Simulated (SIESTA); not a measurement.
Crystal: SrCl2.

```
Sr Cl
1.0
     0.00000    3.48835    3.48835
     3.48835    0.00000    3.48835
     3.48835    3.48835    0.00000
Sr Cl
1 2
Direct
  0.00000 0.00000 0.00000
  0.75000 0.75000 0.75000
  0.25000 0.25000 0.25000
```

Program: SIESTA 5.4.2. Alike in all runs: no spin polarisation; cell as given; smearing fermi-dirac 0.05 eV; grid cutoff 800 Ry; energy shift 0.003 Ry.

Q: Order these runs on this cell by their pressure, lowest first.
A. level vdW-DF-cx; potentials or basis PseudoDojo 0.4 standard (PBE files), DZP (energy shift 0.003 Ry; two zetas on semicore shells; d shell added on Sr); k mesh 7 × 7 × 7
B. level BLYP; potentials or basis PseudoDojo 0.4 standard (PBE files), DZP (energy shift 0.003 Ry; two zetas on semicore shells; d shell added on Sr); k mesh 7 × 7 × 7
C. level PBE; potentials or basis PseudoDojo 0.4 standard (PBE files), SZP (energy shift 0.003 Ry; d shell added on Sr); k mesh 5 × 5 × 5; wannier functions 6; bands left out below 6; projections ["Cl:p"]; wannier mesh 4 × 4 × 4
D. level LDA; potentials or basis PseudoDojo 0.4 standard (LDA files), DZP (energy shift 0.003 Ry; two zetas on semicore shells; d shell added on Sr); k mesh 7 × 7 × 7

A: D (-2.7 GPa), A (-0.3 GPa), C (1.2 GPa), B (3.1 GPa).

Caveats: the basis of atomic orbitals isn't converged, which shifts pressures, moduli and gaps; the potentials were made for another functional, which shifts forces and pressure (some runs).

Not every run made on this cell is shown here.
